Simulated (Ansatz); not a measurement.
Results of PBEsol (Ansatz, a first-principles code, plane waves, PAW) for zinc-blende AlSb.

Run with plane-wave cutoff 500 eV, 6×6×1 k mesh (along the axes of the cell as run), gaussian smearing 0.02 eV, scalar-relativistic PAW data made under PBE.

### Question
Give the computed surface energy of the (110) face and ionisation potential of the slab.

### Answer

- surface energy of the (110) face = 0.62 J/m²
- ionisation potential of the slab = 4.85 eV

The slab of 16 atoms is relaxed and unreconstructed.

Spin–orbit coupling is not included.

Computed values are for the static lattice.

The result took roughly 16 core-minutes.
